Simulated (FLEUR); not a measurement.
# Pd (P6_3/mmc) in FLEUR: further runs

One crystal, Pd, is run at these levels: r2SCAN; tasks: band structure, equation of state.

Everything below comes from runs of FLEUR MaX-R8.1 (later development tree). Logs are shortened: lines on timing, memory, paths and dates and some standing lists are left out, and cuts for length are marked.

### Step 1. Starting point

The structure is hexagonal, space group P6_3/mmc (No. 194). The conventional cell has a = 2.784 Å, b = 2.784 Å, c = 4.629 Å, α = 90.00°, β = 90.00°, γ = 120.00°. Pd (site symmetry -6m2) is surrounded by 12 Pd at 2.78 to 2.82 Å.

This isn't the form of Pd at room conditions, which is fcc.

### Step 2. Band structure, r2SCAN

inp.xml

```xml
<?xml version="1.0" encoding="UTF-8" standalone="no"?>
<fleurInput fleurInputVersion="0.39">
   <comment>
      Pd                                                                                                  
   </comment>
   <calculationSetup>
      <cutoffs Kmax="4.1" Gmax="12.7" GmaxXC="12.7" numbands="0"/>
      <scfLoop itmax="80" minDistance="0.0001" maxIterBroyd="30" imix="Anderson" alpha="0.05" precondParam="0.0" spinf="2.0" sdNocoIR="T"/>
      <coreElectrons ctail="F" frcor="F" kcrel="0" coretail_lmax="0"/>
      <xcFunctional name="LibXC" relativisticCorrections="F">
         <LibXCName exchange="mgga_x_r2scan" correlation="mgga_c_r2scan"/>
         <AuxGGA exchange="117" correlation="130"/>
      </xcFunctional>
      <magnetism jspins="1"/>
      <soc l_soc="F" theta="0.0" phi="0.0" spav="F"/>
      <expertModes spex="0" secvar="F"/>
      <geometryOptimization l_f="F" forcealpha="1.0" forcemix="BFGS" epsdisp="0.00001" epsforce="0.00001"/>
      <ldaU l_linMix="F" mixParam="0.05" spinf="1.0"/>
   </calculationSetup>
   <cell>
      <bzIntegration valenceElectrons="36.0" mode="hist" fermiSmearingEnergy="0.00183747">
         <kPointListSelection listName="default-1"/>
         <!-- k-points included here -->
         <xi:include xmlns:xi="http://www.w3.org/2001/XInclude" href="kpts.xml"> </xi:include>
      </bzIntegration>
      <!-- symmetry operations included here -->
      <xi:include xmlns:xi="http://www.w3.org/2001/XInclude" href="sym.xml"> </xi:include>
      <bulkLattice scale="1.0">
         <bravaisMatrix>
            <row-1>    5.2603645591841151     0.0000000000000000     0.0000000000000000</row-1>
            <row-2>   -2.6301822795920575     4.5556093414404790     0.0000000000000000</row-2>
            <row-3>    0.0000000000000000     0.0000000000000000     8.7473400300780675</row-3>
         </bravaisMatrix>
      </bulkLattice>
   </cell>
   <atomSpecies>
      <species name="Palladium (Pd)" element="Pd" atomicNumber="46">
         <mtSphere radius="2.44" gridPoints="807" logIncrement="0.016"/>
         <atomicCutoffs lmax="10" lnonsphr="10"/>
         <electronConfig flipSpins="F">
            <coreConfig>(1s1/2) (2s1/2) (2p1/2) (2p3/2) (3s1/2) (3p1/2) (3p3/2) (3d3/2) (3d5/2)</coreConfig>
            <valenceConfig>(4s1/2) (4p1/2) (4p3/2) (5s1/2) (4d3/2) (4d5/2)</valenceConfig>
            <stateOccupation state="(5s1/2)" spinUp="0.500000" spinDown="0.500000"/>
            <stateOccupation state="(4d3/2)" spinUp="1.800000" spinDown="1.800000"/>
            <stateOccupation state="(4d5/2)" spinUp="2.700000" spinDown="2.700000"/>
         </electronConfig>
         <energyParameters s="5" p="5" d="4" f="4"/>
         <lo type="SCLO" l="0" n="4" eDeriv="0"/>
         <lo type="SCLO" l="1" n="4" eDeriv="0"/>
         <lo type="SCLO" l="1" n="4" eDeriv="1"/>
         <lo type="SCLO" l="2" n="4" eDeriv="2"/>
         <lo type="SCLO" l="3" n="4" eDeriv="2"/>
      </species>
   </atomSpecies>
   <atomGroups>
      <atomGroup species="Palladium (Pd)">
         <relPos label="                   1">1.000/3.000 -1.000/3.000 1.000/4.000</relPos>
         <relPos label="                   2">-1.000/3.000 1.000/3.000 -1.000/4.000</relPos>
         <force calculate="T" relaxXYZ="TTT"/>
      </atomGroup>
   </atomGroups>
   <output dos="F" band="F" slice="F">
      <checks vchk="F" cdinf="F"/>
      <bandDOS minEnergy="-.5*Htr" maxEnergy="0.5*Htr" sigma="0.015" storeEVData="T"/>
      <vacuumDOS vacdos="F" integ="F" star="F" nstars="0" locx1="0.0" locy1="0.0" locx2="0.0" locy2="0.0" nstm="0" tworkf="0.0"/>
      <unfoldingBand unfoldBand="F" supercellX="1" supercellY="1" supercellZ="1"/>
      <plotting iplot="0" polar="F">
         <plot TwoD="T" vec1="  1.0  0.0  0.0" vec2="  0.0  1.0  0.0" vec3="  0.0  0.0  1.0" zero="  0.0  0.0  0.0" file="plot"/>
      </plotting>
      <chargeDensitySlicing numkpt="0" minEigenval="0.0" maxEigenval="0.0" nnne="0" pallst="F"/>
      <specialOutput eonly="F"/>
      <moessbauerParams electricFieldGradient="T" isomerShift="T" coreHyperfine="T" valenceHyperfine="T"/>
      <magneticCircularDichroism mcd="F" energyLo="-10.0" energyUp="0.0"/>
   </output>
  <!-- We include the file relax.xml here to enable relaxations (see documentation) -->
  <xi:include xmlns:xi="http://www.w3.org/2001/XInclude" href="relax.xml"> <xi:fallback/> </xi:include>
</fleurInput>
```

crystal.txt

```
Pd
&input cartesian=F /
2.7836650458  0.0000000000  0.0000000000
-1.3918325229  2.4107246453  0.0000000000
0.0000000000  0.0000000000  4.6288930000
1.8897261246
1.0 1.0 1.0

2
46 0.3333333334  0.6666666668  0.2500000000
46 0.6666666668  0.3333333334  0.7500000000

&kpt div1=11 div2=11 div3=6 gamma=T /
```

inp.xml (bands)

```
<?xml version="1.0" encoding="UTF-8" standalone="no"?>
<fleurInput fleurInputVersion="0.39">
   <comment>
      Pd                                                                                                  
   </comment>
   <calculationSetup>
      <cutoffs Kmax="4.1" Gmax="12.7" GmaxXC="12.7" numbands="0"/>
      <scfLoop itmax="80" minDistance="0.0001" maxIterBroyd="30" imix="Anderson" alpha="0.05" precondParam="0.0" spinf="2.0" sdNocoIR="T"/>
      <coreElectrons ctail="F" frcor="F" kcrel="0" coretail_lmax="0"/>
      <xcFunctional name="LibXC" relativisticCorrections="F">
         <LibXCName exchange="mgga_x_r2scan" correlation="mgga_c_r2scan"/>
         <AuxGGA exchange="117" correlation="130"/>
      </xcFunctional>
      <magnetism jspins="1"/>
      <soc l_soc="F" theta="0.0" phi="0.0" spav="F"/>
      <expertModes spex="0" secvar="F"/>
      <geometryOptimization l_f="F" forcealpha="1.0" forcemix="BFGS" epsdisp="0.00001" epsforce="0.00001"/>
      <ldaU l_linMix="F" mixParam="0.05" spinf="1.0"/>
   </calculationSetup>
   <cell>
      <bzIntegration valenceElectrons="36.0" mode="hist" fermiSmearingEnergy="0.00183747">
         <kPointListSelection listName="path-1"/>
         <!-- k-points included here -->
         <xi:include xmlns:xi="http://www.w3.org/2001/XInclude" href="kpts.xml"> </xi:include>
      </bzIntegration>
      <!-- symmetry operations included here -->
      <xi:include xmlns:xi="http://www.w3.org/2001/XInclude" href="sym.xml"> </xi:include>
      <bulkLattice scale="1.0">
         <bravaisMatrix>
            <row-1>    5.2603645591841151     0.0000000000000000     0.0000000000000000</row-1>
            <row-2>   -2.6301822795920575     4.5556093414404790     0.0000000000000000</row-2>
            <row-3>    0.0000000000000000     0.0000000000000000     8.7473400300780675</row-3>
         </bravaisMatrix>
      </bulkLattice>
   </cell>
   <atomSpecies>
      <species name="Palladium (Pd)" element="Pd" atomicNumber="46">
         <mtSphere radius="2.44" gridPoints="807" logIncrement="0.016"/>
         <atomicCutoffs lmax="10" lnonsphr="10"/>
         <electronConfig flipSpins="F">
            <coreConfig>(1s1/2) (2s1/2) (2p1/2) (2p3/2) (3s1/2) (3p1/2) (3p3/2) (3d3/2) (3d5/2)</coreConfig>
            <valenceConfig>(4s1/2) (4p1/2) (4p3/2) (5s1/2) (4d3/2) (4d5/2)</valenceConfig>
            <stateOccupation state="(5s1/2)" spinUp="0.500000" spinDown="0.500000"/>
            <stateOccupation state="(4d3/2)" spinUp="1.800000" spinDown="1.800000"/>
            <stateOccupation state="(4d5/2)" spinUp="2.700000" spinDown="2.700000"/>
         </electronConfig>
         <energyParameters s="5" p="5" d="4" f="4"/>
         <lo type="SCLO" l="0" n="4" eDeriv="0"/>
         <lo type="SCLO" l="1" n="4" eDeriv="0"/>
         <lo type="SCLO" l="1" n="4" eDeriv="1"/>
         <lo type="SCLO" l="2" n="4" eDeriv="2"/>
         <lo type="SCLO" l="3" n="4" eDeriv="2"/>
      </species>
   </atomSpecies>
   <atomGroups>
      <atomGroup species="Palladium (Pd)">
         <relPos label="                   1">1.000/3.000 -1.000/3.000 1.000/4.000</relPos>
         <relPos label="                   2">-1.000/3.000 1.000/3.000 -1.000/4.000</relPos>
         <force calculate="T" relaxXYZ="TTT"/>
      </atomGroup>
   </atomGroups>
   <output dos="F" band="T" slice="F">
      <checks vchk="F" cdinf="F"/>
      <bandDOS minEnergy="-.5*Htr" maxEnergy="0.5*Htr" sigma="0.015" storeEVData="T"/>
      <vacuumDOS vacdos="F" integ="F" star="F" nstars="0" locx1="0.0" locy1="0.0" locx2="0.0" locy2="0.0" nstm="0" tworkf="0.0"/>
      <unfoldingBand unfoldBand="F" supercellX="1" supercellY="1" supercellZ="1"/>
      <plotting iplot="0" polar="F">
         <plot TwoD="T" vec1="  1.0  0.0  0.0" vec2="  0.0  1.0  0.0" vec3="  0.0  0.0  1.0" zero="  0.0  0.0  0.0" file="plot"/>
      </plotting>
      <chargeDensitySlicing numkpt="0" minEigenval="0.0" maxEigenval="0.0" nnne="0" pallst="F"/>
      <specialOutput eonly="F"/>
      <moessbauerParams electricFieldGradient="T" isomerShift="T" coreHyperfine="T" valenceHyperfine="T"/>
      <magneticCircularDichroism mcd="F" energyLo="-10.0" energyUp="0.0"/>
   </output>
  <!-- We include the file relax.xml here to enable relaxations (see documentation) -->
  <xi:include xmlns:xi="http://www.w3.org/2001/XInclude" href="relax.xml"> <xi:fallback/> </xi:include>
</fleurInput>
```

Potentials or basis: all-electron, FLAPW.

On the command line:

```
$ inpgen -f crystal.txt -profile fastHighL
$ # inp.xml edited to the form shown
$ fleur_MPI
$ fleur_MPI   # second run, on inp.xml (bands)
```

Output:

```text
Welcome to FLEUR        (www.flapw.de)
      MaX-Release 8.1          (www.max-centre.eu)
 func_ids         498         497         498         497
 MetaGGA potential functional detected - V_tau will be computed
 Auxiliary Potential for radial basis: exchange=         117  correlation=         130
The functional 'Re-regularized SCAN exchange by Furness et al' is an exchange functional, it belongs to the 'MGGA' family and is defined in the reference(s):
[1] J. W. Furness, A. D. Kaplan, J. Ning, J. P. Perdew, and J. Sun.,  J. Phys. Chem. Lett. 11, 8208-8215 (2020)
[2] J. W. Furness, A. D. Kaplan, J. Ning, J. P. Perdew, and J. Sun.,  J. Phys. Chem. Lett. 11, 9248-9248 (2020)
The functional 'Re-regularized SCAN correlation by Furness et al' is a correlation functional, it belongs to the 'MGGA' family and is defined in the reference(s):
[1] J. W. Furness, A. D. Kaplan, J. Ning, J. P. Perdew, and J. Sun.,  J. Phys. Chem. Lett. 11, 8208-8215 (2020)
[2] J. W. Furness, A. D. Kaplan, J. Ning, J. P. Perdew, and J. Sun.,  J. Phys. Chem. Lett. 11, 9248-9248 (2020)
 Using same functional for VXC and EXC

 ========== k-point set info ==========
 Selected k-point list: default-1
 k-point list type: mesh
 11 x 11 x 6
 Number of k points: 64

 ------------Calculation Setup---------------------------
 Number of MPI-tasks      :            1
 Number of PE/node        :            1
 Number of OMP-threads    :            1
 Most efficient MPI parallelization for:
           1           2           4           8          16          32          64
 Additional eigenvalue parallelization possible
 Number of basis functions:          323
 Approximate size of matrices (H+S) per k-point:         0.002 GB
 --------------------------------------------------------
The functional 'Hammer, Hansen, and Norskov' is an exchange functional, it belongs to the 'GGA' family and is defined in the reference(s):
[... 6 lines left out ...]
 Reset of history
 Reset of history
 Iteration:     1   Distance:      32.79839932 me/bohr^3
The functional 'Hammer, Hansen, and Norskov' is an exchange functional, it belongs to the 'GGA' family and is defined in the reference(s):
[1] B. Hammer, L. B. Hansen, and J. K. Nørskov.,  Phys. Rev. B 59, 7413 (1999)
The functional 'Perdew, Burke & Ernzerhof' is a correlation functional, it belongs to the 'GGA' family and is defined in the reference(s):
[1] J. P. Perdew, K. Burke, and M. Ernzerhof.,  Phys. Rev. Lett. 77, 3865 (1996)
[2] J. P. Perdew, K. Burke, and M. Ernzerhof.,  Phys. Rev. Lett. 78, 1396 (1997)
 Using same functional for VXC and EXC
 Iteration:     2   Distance:      30.19296963 me/bohr^3
The functional 'Hammer, Hansen, and Norskov' is an exchange functional, it belongs to the 'GGA' family and is defined in the reference(s):
[1] B. Hammer, L. B. Hansen, and J. K. Nørskov.,  Phys. Rev. B 59, 7413 (1999)
The functional 'Perdew, Burke & Ernzerhof' is a correlation functional, it belongs to the 'GGA' family and is defined in the reference(s):
[1] J. P. Perdew, K. Burke, and M. Ernzerhof.,  Phys. Rev. Lett. 77, 3865 (1996)
[2] J. P. Perdew, K. Burke, and M. Ernzerhof.,  Phys. Rev. Lett. 78, 1396 (1997)
 Using same functional for VXC and EXC
 Iteration:     3   Distance:      28.57441861 me/bohr^3
The functional 'Hammer, Hansen, and Norskov' is an exchange functional, it belongs to the 'GGA' family and is defined in the reference(s):
[1] B. Hammer, L. B. Hansen, and J. K. Nørskov.,  Phys. Rev. B 59, 7413 (1999)
The functional 'Perdew, Burke & Ernzerhof' is a correlation functional, it belongs to the 'GGA' family and is defined in the reference(s):
[1] J. P. Perdew, K. Burke, and M. Ernzerhof.,  Phys. Rev. Lett. 77, 3865 (1996)
[2] J. P. Perdew, K. Burke, and M. Ernzerhof.,  Phys. Rev. Lett. 78, 1396 (1997)
 Using same functional for VXC and EXC
 Iteration:     4   Distance:       8.92588160 me/bohr^3
The functional 'Hammer, Hansen, and Norskov' is an exchange functional, it belongs to the 'GGA' family and is defined in the reference(s):
[1] B. Hammer, L. B. Hansen, and J. K. Nørskov.,  Phys. Rev. B 59, 7413 (1999)
The functional 'Perdew, Burke & Ernzerhof' is a correlation functional, it belongs to the 'GGA' family and is defined in the reference(s):
[1] J. P. Perdew, K. Burke, and M. Ernzerhof.,  Phys. Rev. Lett. 77, 3865 (1996)
[2] J. P. Perdew, K. Burke, and M. Ernzerhof.,  Phys. Rev. Lett. 78, 1396 (1997)
 Using same functional for VXC and EXC
 Iteration:     5   Distance:       0.86928026 me/bohr^3
The functional 'Hammer, Hansen, and Norskov' is an exchange functional, it belongs to the 'GGA' family and is defined in the reference(s):
[... 39 lines left out ...]
 Using same functional for VXC and EXC
 Iteration:    11   Distance:       0.00705766 me/bohr^3
The functional 'Hammer, Hansen, and Norskov' is an exchange functional, it belongs to the 'GGA' family and is defined in the reference(s):
[1] B. Hammer, L. B. Hansen, and J. K. Nørskov.,  Phys. Rev. B 59, 7413 (1999)
The functional 'Perdew, Burke & Ernzerhof' is a correlation functional, it belongs to the 'GGA' family and is defined in the reference(s):
[1] J. P. Perdew, K. Burke, and M. Ernzerhof.,  Phys. Rev. Lett. 77, 3865 (1996)
[2] J. P. Perdew, K. Burke, and M. Ernzerhof.,  Phys. Rev. Lett. 78, 1396 (1997)
 Using same functional for VXC and EXC
 Iteration:    12   Distance:       0.00034967 me/bohr^3
The functional 'Hammer, Hansen, and Norskov' is an exchange functional, it belongs to the 'GGA' family and is defined in the reference(s):
[1] B. Hammer, L. B. Hansen, and J. K. Nørskov.,  Phys. Rev. B 59, 7413 (1999)
The functional 'Perdew, Burke & Ernzerhof' is a correlation functional, it belongs to the 'GGA' family and is defined in the reference(s):
[1] J. P. Perdew, K. Burke, and M. Ernzerhof.,  Phys. Rev. Lett. 77, 3865 (1996)
[2] J. P. Perdew, K. Burke, and M. Ernzerhof.,  Phys. Rev. Lett. 78, 1396 (1997)
 Using same functional for VXC and EXC
 Iteration:    13   Distance:       0.00032424 me/bohr^3
The functional 'Hammer, Hansen, and Norskov' is an exchange functional, it belongs to the 'GGA' family and is defined in the reference(s):
[1] B. Hammer, L. B. Hansen, and J. K. Nørskov.,  Phys. Rev. B 59, 7413 (1999)
The functional 'Perdew, Burke & Ernzerhof' is a correlation functional, it belongs to the 'GGA' family and is defined in the reference(s):
[1] J. P. Perdew, K. Burke, and M. Ernzerhof.,  Phys. Rev. Lett. 77, 3865 (1996)
[2] J. P. Perdew, K. Burke, and M. Ernzerhof.,  Phys. Rev. Lett. 78, 1396 (1997)
 Using same functional for VXC and EXC
 Iteration:    14   Distance:       0.00004946 me/bohr^3

 ********************************************************************
 Run finished successfully
 Stop message:
   all done
 ********************************************************************
```

It took 91 s on 1 thread of Intel Xeon at 2.50GHz (Skylake/Cascade Lake), shared host; peak memory 0.09 GiB.

Results:

```
Free energy                                           : -274681.6096 eV
Band gap along the path                               : none (metal or under the smearing width)
Valence electrons inside the program's atomic spheres : Pd 16.68 (radii Pd 2.44 bohr)
```

Levels at the corners of the path, in eV from the Fermi level:
| point | band 14 | band 15 | band 16 | band 17 | band 18 | band 19 | band 20 | band 21 | band 22 | band 23 |
| --- | --- | --- | --- | --- | --- | --- | --- | --- | --- | --- |
| Γ | -2.28 | -2.28 | -1.64 | -1.64 | -0.27 | -0.27 | 1.29 | 7.02 | 17.72 | 19.31 |
| M | -2.03 | -1.57 | -0.02 | -0.01 | 0.17 | 2.78 | 4.69 | 9.93 | 10.25 | 13.21 |
| K | -2.76 | -1.75 | -0.49 | -0.49 | -0.40 | 6.18 | 6.37 | 6.37 | 12.67 | 13.65 |
| Γ | -2.28 | -2.28 | -1.64 | -1.64 | -0.27 | -0.27 | 1.29 | 7.02 | 17.72 | 19.31 |
| A | -2.66 | -2.65 | -2.65 | -0.71 | -0.71 | -0.71 | -0.71 | 14.36 | 14.36 | 18.19 |
| L | -1.50 | -0.42 | -0.42 | 0.10 | 0.10 | 2.96 | 2.96 | 8.32 | 8.32 | 16.82 |
| H | -2.64 | -1.75 | -1.75 | -0.18 | -0.18 | 7.20 | 7.20 | 8.97 | 8.97 | 9.56 |
| A | -2.66 | -2.65 | -2.65 | -0.71 | -0.71 | -0.71 | -0.71 | 14.36 | 14.36 | 18.19 |
| L | -1.50 | -0.42 | -0.42 | 0.10 | 0.10 | 2.96 | 2.96 | 8.32 | 8.32 | 16.82 |
| M | -2.03 | -1.57 | -0.02 | -0.01 | 0.17 | 2.78 | 4.69 | 9.93 | 10.25 | 13.21 |
| K | -2.76 | -1.75 | -0.49 | -0.49 | -0.40 | 6.18 | 6.37 | 6.37 | 12.67 | 13.65 |
| H | -2.64 | -1.75 | -1.75 | -0.18 | -0.18 | 7.20 | 7.20 | 8.97 | 8.97 | 9.56 |

Core levels (eV from the Fermi level):
| atom | levels |
| --- | --- |
| 1 Pd | 1s1/2 -24152.8, 2s1/2 -3524.3, 2p1/2 -3268.4, 2p3/2 -3109.0, 3s1/2 -634.2, 3p1/2 -533.3, 3p3/2 -505.5, 3d3/2 -327.0, 3d5/2 -321.5 |
| 2 Pd | 1s1/2 -24152.8, 2s1/2 -3524.3, 2p1/2 -3268.4, 2p3/2 -3109.0, 3s1/2 -634.2, 3p1/2 -533.3, 3p3/2 -505.5, 3d3/2 -327.0, 3d5/2 -321.5 |

Caveat: the meta-GGA is that of a development version, with a GGA for the radial functions and cores and without core tails.

### Step 3. Equation of state, r2SCAN, 14.60 Å³/atom (volume scaled by 0.94)

inp.xml, as its differences from that of step 2:

```diff
@@ -6,3 +6,3 @@
    <calculationSetup>
-      <cutoffs Kmax="4.1" Gmax="12.7" GmaxXC="12.7" numbands="0"/>
+      <cutoffs Kmax="4.15" Gmax="12.9" GmaxXC="12.9" numbands="0"/>
       <scfLoop itmax="80" minDistance="0.0001" maxIterBroyd="30" imix="Anderson" alpha="0.05" precondParam="0.0" spinf="2.0" sdNocoIR="T"/>
@@ -27,3 +27,3 @@
       <xi:include xmlns:xi="http://www.w3.org/2001/XInclude" href="sym.xml"> </xi:include>
-      <bulkLattice scale="1.0">
+      <bulkLattice scale="0.9795861087">
          <bravaisMatrix>
@@ -37,3 +37,3 @@
       <species name="Palladium (Pd)" element="Pd" atomicNumber="46">
-         <mtSphere radius="2.44" gridPoints="807" logIncrement="0.016"/>
+         <mtSphere radius="2.36" gridPoints="807" logIncrement="0.016"/>
          <atomicCutoffs lmax="10" lnonsphr="10"/>
```

Potentials or basis: all-electron, FLAPW.

On the command line:

```
$ inpgen -f crystal.txt -profile fastHighL
$ # inp.xml edited to the form shown
$ fleur_MPI
```

Wall time 83 s (1 thread of Intel Xeon at 2.50GHz (Skylake/Cascade Lake), shared host); peak memory 0.09 GiB.

Results (log left out):

* Free energy: -274681.6088 eV
* Band gap on the k mesh: none (metal or under the smearing width)
* Valence electrons inside the program's atomic spheres: Pd 16.52 (radii Pd 2.36 bohr)

Caveat: the meta-GGA is that of a development version, with a GGA for the radial functions and cores and without core tails.

### Step 4. Equation of state, r2SCAN, 14.91 Å³/atom (volume scaled by 0.96)

inp.xml, as its differences from that of step 3:

```diff
@@ -27,3 +27,3 @@
       <xi:include xmlns:xi="http://www.w3.org/2001/XInclude" href="sym.xml"> </xi:include>
-      <bulkLattice scale="0.9795861087">
+      <bulkLattice scale="0.9864848297">
          <bravaisMatrix>
```

On the command line:

```
$ inpgen -f crystal.txt -profile fastHighL
$ # inp.xml edited to the form shown
$ fleur_MPI
```

It took 81 s on 1 thread of Intel Xeon at 2.50GHz (Skylake/Cascade Lake), shared host; peak memory 0.09 GiB.

It converged, with:

* Free energy: -274681.6214 eV
* Band gap on the k mesh: none (metal or under the smearing width)
* Valence electrons inside the program's atomic spheres: Pd 16.49 (radii Pd 2.36 bohr)

Caveat: the meta-GGA is that of a development version, with a GGA for the radial functions and cores and without core tails.

(Continued in part 2 of 2.)
